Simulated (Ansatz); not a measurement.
# MoP: the cost of one run

Computed with Ansatz 0.2.0 (DFT PBEsol, scalar-relativistic, plane waves, PAW, unless a step's input says otherwise).

4 further runs of the same task are left out: 1 that didn't finish, 3 set aside as unsound or not needed.

### Step 1. Starting point

Symmetry: P-6m2, No. 187, hexagonal system. Conventional cell: a = 3.209 Å, b = 3.209 Å, c = 3.172 Å, α = 90.00°, β = 90.00°, γ = 120.00°. Around Mo (site symmetry -6m2) lie 6 P at 2.44 Å. P (site symmetry -6m2) is surrounded by 6 Mo at 2.44 Å.

Coordinates:

```cif
data_structure
_symmetry_space_group_name_H-M 'P 1'
_symmetry_Int_Tables_number 1
_cell_length_a 3.2095
_cell_length_b 3.2095
_cell_length_c 3.1715
_cell_angle_alpha 90.000
_cell_angle_beta 90.000
_cell_angle_gamma 120.000
_cell_volume 28.29
loop_
_atom_site_label
_atom_site_type_symbol
_atom_site_fract_x
_atom_site_fract_y
_atom_site_fract_z
_atom_site_occupancy
Mo1 Mo 0.00000 0.00000 0.00000 1
P1 P 0.33333 0.66667 0.50000 1
```

This cell was relaxed beforehand with the same method: volume 14.15 Å³/atom, gap on the mesh none (metal).

### Step 2. The cell under 1 GPa

What is minimised here is the enthalpy; the energy can go up as the cell is squeezed.

File input.yaml:

```yaml
crystal:
  lattice:
    - [3.2094579021, 0.0, 0.0]
    - [-1.6047289511, 2.7794720756, 0.0]
    - [0.0, 0.0, 3.1715487539]
  atoms:
    - { symbol: Mo, position: [0.0, 0.0, 0.0] }
    - { symbol: P, position: [0.3333333333, 0.6666666667, 0.5] }
basis:
  ecutwfc: 420
kpoints:
  mp_grid: { grid: [18, 18, 14] }
hamiltonian:
  xc: pbesol
scf:
  occupations: { method: fermi_dirac, width: 0.15 }
output:
  forces: true
  stress: true
  eigenvalues: true
relax:
  adjacent_minimum: "off"
  f_tol: 0.001
  max_steps: 60
  cell: { stress_tol: 0.02, p_target: 1.0 }
```

Run with:

```sh
$ ansatz run input.yaml --threads 1 --pin off --max-ram 3072MiB --backend cpu --events-out ev --progress --plain --runs-dir out
```

Q: Estimate wall time and peak memory on 1 thread of Intel Xeon at 2.70GHz, shared host.

About 58 s, with a peak of 0.47 GiB.
